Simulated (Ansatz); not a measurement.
A relaxed cell of GaAs is given with its symmetry left out. The cell was found from a structure generator's guess, not taken from experiment.

Method: DFT PBE, scalar-relativistic, plane waves, PAW (Ansatz 0.2.0). Cutoff 420 eV, Γ-centred mesh, Gaussian smearing, no spin polarisation.

```yaml
crystal:
  lattice:
    - [0.00000, 2.69589, 2.69589]
    - [2.69589, 0.00000, 2.69589]
    - [2.69589, 2.69589, 0.00000]
  atoms:
    - { symbol: Ga, position: [0.00000, 0.00000, 0.00000] }
    - { symbol: As, position: [0.50000, 0.50000, 0.50000] }
```

The zero of energy is the elements' standard structures at the same level; no fitted shifts are applied.

Task: What space group does it have?

Result: Fm-3m (No. 225), the rock salt type. Conventional cell: a = 5.392 Å. Ga has 6 As at 2.70 Å; As has 6 Ga at 2.70 Å.

Task: How far does it lie from the elements in energy?

Result: −0.03 eV/atom. The formation energy is too near zero to say whether this cell lies below the elements.

Task: Is it a metal?

Result: Yes, bands cross the Fermi level on the 20×20×20 mesh.

The last run used a 20×20×20 mesh for its 2-atom cell and Gaussian smearing of 0.10 eV. The k mesh leaves some 4 meV/atom of noise in the energy of each metallic cell. The reference form of As is held partly by dispersion forces, which this level lacks. Symmetry constrained the relaxation, so the result can be a saddle point. Another cell of GaAs relaxed alike, in Pm-3n, lies 171 meV/atom lower, so this cell isn't the stable form at this level.
